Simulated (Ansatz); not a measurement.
# Cu (P6_3/mmc) in Ansatz: notebook

One crystal, Cu, is run at these levels: r2SCAN; tasks: single point, equation of state.

Program: Ansatz 0.2.0. These are calculated values, not measurements. Logs are shortened: lines on timing, memory, paths and dates and some standing lists are left out, and cuts for length are marked.

### 1 Starting point

Symmetry: P6_3/mmc, No. 194, hexagonal system. Conventional cell: a = 2.534 Å, b = 2.534 Å, c = 4.113 Å, α = 90.00°, β = 90.00°, γ = 120.00°. Cu (site symmetry -6m2) is surrounded by 12 Cu at 2.52 to 2.53 Å.

This isn't the form of Cu at room conditions, which is fcc.

### 2 Single point, r2SCAN, 10.75 Å³/atom (volume scaled by 0.94)

input.yaml

```yaml
crystal:
  lattice:
    - [2.4823658959, 0.0, 0.0]
    - [-1.2411829479, 2.1497919273, 0.0]
    - [0.0, 0.0, 4.0286174227]
  atoms:
    - { symbol: Cu, position: [0.6666666667, 0.3333333333, 0.75] }
    - { symbol: Cu, position: [0.3333333333, 0.6666666667, 0.25] }
hamiltonian:
  xc: r2scan
  pseudopotentials: { kind: paw }
kpoints:
  mp_grid: { grid: [12, 12, 7] }
scf:
  occupations: { method: fermi_dirac, width: 0.05 }
output:
  forces: true
  stress: true
  eigenvalues: true
```

Potentials or basis: Ansatz PAW.

On the command line:

```bash
> ansatz run input.yaml --threads 2 --pin off --max-ram 5632MiB --backend cpu --events-out ev --progress --plain --runs-dir out
```

The log of the run:

```text
Warning: RAYON_NUM_THREADS=2 ignored (pool sized by the plan → 2); use --threads N
Engine: ansatz 0.2.0, x86_64-unknown-linux-gnu
Pseudopotentials: kind: paw
Pseudopotential: Cu, paw, valence charge 19, recommended cutoff 500 eV (meta_gga), Cu.paw.azcp
Functional definition: r2SCAN
  parameter k0 = 0.174
  parameter k1 = 0.065
  parameter a1 = 4.9479
  exchange = r2scan_x(k0 = k0, k1 = k1, a1 = a1)
  correlation = r2scan_c
Crystal: 2 atoms, lattice volume = 21.499 Å³
Basis set: ecut = 500 eV, 549 PW (Γ), exchange–correlation on 80×80×120 points (64 copies of the dense FFT grid, shifted against one another)
Bands: 23, of which v1, the nominal top of the filled ones, is band 19 counted from 1 (18 counted from 0)
Symmetry: 24 space group operations
Space group: P63/mmc (ITA 194), of the structure as read, at distance tolerance 2.8e-5 Å
k-points: 76 of 1008
Non-local potential: Cu, projectors of the file, l = 0: 3, l = 1: 2, l = 2: 3, l = 3: 1
PAW form: soft (Blöchl's): semilocal exchange-correlation on the pseudo side does not see the compensation charge
PAW frozen core: Cu, regenerated for the run's functional (the file was generated under x = pbe(κ = 0.804, μ = 0.2195149727645171), c = pbe(β = 0.06672455060314922))
PAW one-centre angular grid: Cu, 590 points (default); XC on 160 Gauss nodes
Initial density: superposition of atomic densities (neutral atoms: chi_scale 0, normalization atom), corrected by the library's trained network
Initial wavefunctions: pseudopotential atomic-orbital guess
Functional: x = r2scan, c = r2scan; τ floored in thin density (d = 2e-4 eV/Å³)
SCF iter   1: F=—  HF=-13262.425856 eV  |F-HF|=—  |Δ(HF+E_count)|=         —  Δρ=3.99e-2  dr2=1.84e-1  dr2_τ=1.15e-3  ethr=1.77e-3  ⟨swp⟩=5.2  Hψ=6675  notcnv=0
preconditioner: auto → none  [metal: Δε(μ)=0.025 eV  Ē_g=12.334 eV  σ=0.050 eV  W_gap=0.12  n_scr=8 (ndim 8)  ℏωp=37.6 eV  f_vac=0.000  D(μ)=0.80/eV (n_scr^D=2)  sad-step TF]
SCF iter   2: F=—  HF=-13262.405652 eV  |F-HF|=—  |Δ(HF+E_count)|=   2.02e-2  Δρ=9.09e-3  dr2=5.55e-3  dr2_τ=2.28e-3  ethr=4.84e-4  ⟨swp⟩=2.7  Hψ=3493  notcnv=0  defer=9
SCF iter   3: F=—  HF=-13262.395196 eV  |F-HF|=—  |Δ(HF+E_count)|=   1.05e-2  Δρ=6.79e-3  dr2=6.37e-3  dr2_τ=4.89e-5  ethr=1.46e-5  ⟨swp⟩=2.0  Hψ=3477  notcnv=0  defer=9
SCF iter   4: F=—  HF=-13262.393465 eV  |F-HF|=—  |Δ(HF+E_count)|=   1.73e-3  Δρ=7.64e-4  dr2=3.17e-5  dr2_τ=5.45e-6  ethr=1.46e-5  ⟨swp⟩=2.2  Hψ=2344  notcnv=0  defer=9
SCF iter   5: F=—  HF=-13262.393555 eV  |F-HF|=—  |Δ(HF+E_count)|=   9.01e-5  Δρ=1.48e-4  dr2=1.49e-6  dr2_τ=1.10e-7  ethr=8.34e-8  ⟨swp⟩=2.0  Hψ=3352  notcnv=0  defer=9
SCF iter   6: F=—  HF=-13262.393563 eV  |F-HF|=—  |Δ(HF+E_count)|=   7.99e-6  Δρ=3.13e-5  dr2=5.19e-8  dr2_τ=7.57e-9  ethr=2.63e-10  ⟨swp⟩=7.3  Hψ=8849  notcnv=0
SCF iter   7: F=-13262.393564 eV  HF=-13262.393564 eV  |F-HF|=7.53e-10  |Δ(HF+E_count)|=   2.78e-7  Δρ=3.97e-6  dr2=1.95e-9  dr2_τ=5.08e-11  ethr=1.37e-10  ⟨swp⟩=5.5  Hψ=7526  notcnv=0
SCF 1 converged in 7 iterations: F = -13262.393564 eV  dr2 = 1.95e-9
SCF converged after 7 iterations
Free energy (F): -13262.393564 eV
Harris-Foulkes:  -13262.393564 eV  (|F-HF|=7.53e-10)
Internal energy: -13262.386436 eV  (E = F + TS)
E sigma→0 (E₀):  -13262.390000 eV
Entropy (-TS):   -0.007128 eV (-3.564 meV/atom)
Fermi energy:    18.638021 eV
--- Per-component energies (eV) ---
  E_band       = -702.461864
  E_kinetic    = 601.827276
  E_local      = -7772.545504  (includes V_loc(G=0)·N_el)
  E_nonlocal   = 789.872241
  E_hartree    = 3445.814685
  E_xc         = -169.073880
  E_vxc        = -251.603851  (∫ρ·V_xc dr)
  E_paw        = -3354.972352  (= ΣΔE_a)
  E_vpaw       = -979.777691  (= ΣTr[D̂ρ^β])
  E_aug_tail   = 0.000326  (compensation charges beyond the density's cutoff)
  E_vtau       = 18.140128  (kinetic-family band-sum trace: ∫τ·v_τ [+ j·A + Jᵃ·Aᵃ] dr)
  E_ewald      = -6802.707012
  E_core_change = -0.602216  (= ΣΔE_core)
  E_smearing   = -0.007128  (= −TS)
  E_closure    = 0.000000  (closes the sum)
  Σ components = -13262.393564   (vs F -13262.393564, Δ=0.00e0)
--- Forces (eV/Å), atoms counted from 1 ---
  atom   1  Cu    -0.00000000     0.00000000     0.00000000
  atom   2  Cu     0.00000000    -0.00000000    -0.00000000
  max |Σ_I F_I| component: 9.25e-18 eV/Å
--- Stress (GPa, compression-positive) ---
       11.936934      -0.000000      -0.000000
       -0.000000      11.936934      -0.000000
       -0.000000      -0.000000      12.624588
  P = ⅓ Tr σ = 12.1662 GPa (121.662 kbar)
--- Band table (eV; the first three rows and the last of 76) ---
  k-point 0: bands = ["-98.0050", "-97.9826", "-53.9020", "-53.7632", "-53.7632", "-53.7404", "-53.7389", "-53.7389", "8.1752", "12.8644", "15.2706", "15.3096", "15.3096", "15.5645", "15.5645", "15.8690", "15.8690", "16.7692", "16.7692", "17.3592", "23.2463", "41.5025", "42.6097"]
  k-point 1: bands = ["-98.0039", "-97.9837", "-53.8941", "-53.7620", "-53.7620", "-53.7484", "-53.7401", "-53.7401", "8.3843", "12.7455", "15.2257", "15.2678", "15.2678", "15.5199", "15.5199", "15.9694", "15.9694", "16.5663", "16.7584", "16.7584", "24.5517", "41.4877", "42.5170"]
  k-point 2: bands = ["-98.0008", "-97.9868", "-53.8718", "-53.7710", "-53.7586", "-53.7586", "-53.7435", "-53.7435", "8.9980", "12.2185", "15.1101", "15.2173", "15.2173", "15.4130", "15.4130", "15.4532", "16.1835", "16.1835", "16.7089", "16.7089", "27.3587", "38.4957", "41.6995"]
  k-point 75: bands = ["-97.9779", "-97.9779", "-53.8665", "-53.8665", "-53.8387", "-53.8282", "-53.7722", "-53.7722", "14.1735", "14.1735", "14.2023", "14.3093", "14.9056", "14.9056", "15.8286", "15.9941", "16.8030", "16.8030", "23.0392", "23.0392", "24.0400", "25.4324", "26.8021"]
```

Wall time 6.4 s (2 threads of Intel Xeon at 2.50GHz (Skylake/Cascade Lake), shared host); peak memory 0.4 GiB.

Results:

| Item | Value |
| --- | --- |
| Free energy | -13262.3936 eV |
| Pressure | 12.2 GPa |
| Band gap on the k mesh | none (metal or under the smearing width) |

Caveat: the PAW data sets come from PBE, with cores solved anew for the run's functional, which leaves a small shift of forces and pressure.

### 3 Single point, r2SCAN, 10.98 Å³/atom (volume scaled by 0.96)

Changes to input.yaml since step 2:

```diff
@@ -2,5 +2,5 @@
   lattice:
-    - [2.4823658959, 0.0, 0.0]
-    - [-1.2411829479, 2.1497919273, 0.0]
-    - [0.0, 0.0, 4.0286174227]
+    - [2.4998479218, 0.0, 0.0]
+    - [-1.2499239609, 2.1649318059, 0.0]
+    - [0.0, 0.0, 4.0569889027]
   atoms:
```

Potentials or basis: Ansatz PAW.

On the command line:

```bash
> ansatz run input.yaml --threads 2 --pin off --max-ram 5632MiB --backend cpu --events-out ev --progress --plain --runs-dir out
```

It took 6.7 s on 2 threads of Intel Xeon at 2.50GHz (Skylake/Cascade Lake), shared host; peak memory 0.4 GiB.

It converged, with:

```
Free energy            : -13262.4219 eV
Pressure               : 7.8 GPa
Band gap on the k mesh : none (metal or under the smearing width)
```

Caveat: the PAW data sets come from PBE, with cores solved anew for the run's functional, which leaves a small shift of forces and pressure.

### 4 Single point, r2SCAN, 11.21 Å³/atom (volume scaled by 0.98)

Changes to input.yaml since step 3:

```diff
@@ -2,5 +2,5 @@
   lattice:
-    - [2.4998479218, 0.0, 0.0]
-    - [-1.2499239609, 2.1649318059, 0.0]
-    - [0.0, 0.0, 4.0569889027]
+    - [2.5170887971, 0.0, 0.0]
+    - [-1.2585443986, 2.1798628419, 0.0]
+    - [0.0, 0.0, 4.0849690207]
   atoms:
@@ -19 +19,5 @@
   eigenvalues: true
+  write_density: true
+  write_potential: true
+  elf: true
+  volumetric_format: npy
```

On the command line:

```bash
> ansatz run input.yaml --threads 2 --pin off --max-ram 5632MiB --backend cpu --events-out ev --progress --plain --runs-dir out
```

It took 8 s on 2 threads of Intel Xeon at 2.50GHz (Skylake/Cascade Lake), shared host; peak memory 0.41 GiB.

The run converged. Its results:

| Quantity | Value |
| --- | --- |
| Free energy | -13262.4383 eV |
| Pressure | 3.9 GPa |
| Band gap on the k mesh | none (metal or under the smearing width) |

Caveat: the PAW data sets come from PBE, with cores solved anew for the run's functional, which leaves a small shift of forces and pressure.

### 5 Single point, r2SCAN, 11.44 Å³/atom

Changes to input.yaml since step 4:

```diff
@@ -2,5 +2,5 @@
   lattice:
-    - [2.5170887971, 0.0, 0.0]
-    - [-1.2585443986, 2.1798628419, 0.0]
-    - [0.0, 0.0, 4.0849690207]
+    - [2.5340966698, 0.0, 0.0]
+    - [-1.2670483349, 2.1945920917, 0.0]
+    - [0.0, 0.0, 4.112571]
   atoms:
@@ -19,5 +19 @@
   eigenvalues: true
-  write_density: true
-  write_potential: true
-  elf: true
-  volumetric_format: npy
```

On the command line:

```bash
> ansatz run input.yaml --threads 2 --pin off --max-ram 5632MiB --backend cpu --events-out ev --progress --plain --runs-dir out
```

Run time: 6.9 s. Hardware: 2 threads of Intel Xeon at 2.50GHz (Skylake/Cascade Lake), shared host; peak memory 0.4 GiB.

The run converged. Its results:

```yaml
Free_energy: -13262.4443 eV
Pressure: 0.4 GPa
Band_gap_on_the_k_mesh: none (metal or under the smearing width)
```

Caveat: the PAW data sets come from PBE, with cores solved anew for the run's functional, which leaves a small shift of forces and pressure.

### 6 Single point, r2SCAN, 11.66 Å³/atom (volume scaled by 1.02)

Changes to input.yaml since step 5:

```diff
@@ -2,5 +2,5 @@
   lattice:
-    - [2.5340966698, 0.0, 0.0]
-    - [-1.2670483349, 2.1945920917, 0.0]
-    - [0.0, 0.0, 4.112571]
+    - [2.550879256, 0.0, 0.0]
+    - [-1.275439628, 2.2091262377, 0.0]
+    - [0.0, 0.0, 4.1398073633]
   atoms:
```

Potentials or basis: Ansatz PAW.

On the command line:

```bash
> ansatz run input.yaml --threads 2 --pin off --max-ram 5632MiB --backend cpu --events-out ev --progress --plain --runs-dir out
```

Wall time 6.8 s (2 threads of Intel Xeon at 2.50GHz (Skylake/Cascade Lake), shared host); peak memory 0.41 GiB.

It converged, with:

```
Free energy            : -13262.4409 eV
Pressure               : -2.7 GPa
Band gap on the k mesh : none (metal or under the smearing width)
```

Caveat: the PAW data sets come from PBE, with cores solved anew for the run's functional, which leaves a small shift of forces and pressure.

### 7 Single point, r2SCAN, 11.89 Å³/atom (volume scaled by 1.04)

Changes to input.yaml since step 6:

```diff
@@ -2,5 +2,5 @@
   lattice:
-    - [2.550879256, 0.0, 0.0]
-    - [-1.275439628, 2.2091262377, 0.0]
-    - [0.0, 0.0, 4.1398073633]
+    - [2.5674438712, 0.0, 0.0]
+    - [-1.2837219356, 2.2234716153, 0.0]
+    - [0.0, 0.0, 4.1666899825]
   atoms:
@@ -19 +19,5 @@
   eigenvalues: true
+  write_density: true
+  write_potential: true
+  elf: true
+  volumetric_format: npy
```

On the command line:

```bash
> ansatz run input.yaml --threads 2 --pin off --max-ram 5632MiB --backend cpu --events-out ev --progress --plain --runs-dir out
```

Run time: 7.8 s. Hardware: 2 threads of Intel Xeon at 2.50GHz (Skylake/Cascade Lake), shared host; peak memory 0.41 GiB.

Results (log left out):

- Free energy: -13262.4293 eV
- Pressure: -5.4 GPa
- Band gap on the k mesh: none (metal or under the smearing width)

Caveat: the PAW data sets come from PBE, with cores solved anew for the run's functional, which leaves a small shift of forces and pressure.

### 8 Single point, r2SCAN, 12.12 Å³/atom (volume scaled by 1.06)

Changes to input.yaml since step 7:

```diff
@@ -2,5 +2,5 @@
   lattice:
-    - [2.5674438712, 0.0, 0.0]
-    - [-1.2837219356, 2.2234716153, 0.0]
-    - [0.0, 0.0, 4.1666899825]
+    - [2.5837974578, 0.0, 0.0]
+    - [-1.2918987289, 2.2376342367, 0.0]
+    - [0.0, 0.0, 4.1932301247]
   atoms:
@@ -19,5 +19 @@
   eigenvalues: true
-  write_density: true
-  write_potential: true
-  elf: true
-  volumetric_format: npy
```

On the command line:

```bash
> ansatz run input.yaml --threads 2 --pin off --max-ram 5632MiB --backend cpu --events-out ev --progress --plain --runs-dir out
```

Wall time 5.5 s (2 threads of Intel Xeon at 2.50GHz (Skylake/Cascade Lake), shared host); peak memory 0.41 GiB.

It converged, with:

```yaml
Free_energy: -13262.4103 eV
Pressure: -7.8 GPa
Band_gap_on_the_k_mesh: none (metal or under the smearing width)
```

Caveat: the PAW data sets come from PBE, with cores solved anew for the run's functional, which leaves a small shift of forces and pressure.

### 9 Equation of state, r2SCAN

Potentials or basis: Ansatz PAW.

This step only gathers the single runs of the series.

Results:

| Item | Value |
| --- | --- |
| Equilibrium volume | 11.46 Å³/atom |
| Bulk modulus at fixed shape and positions | 161 GPa |
| Pressure derivative of the bulk modulus | 5.0 |

Energy against volume, from the lowest point:
```csv
volume (Å³/atom),energy (meV/atom)
10.749,25.37
10.978,11.21
11.207,2.98
11.436,0.00
11.664,1.69
11.893,7.51
12.122,16.99
```

Caveat: the cell was scaled at fixed shape and fractional positions, which overstates the stiffness of a crystal with free parameters, most of all of layers and chains; the PAW data sets were made with another functional, which shifts forces and pressure a little.
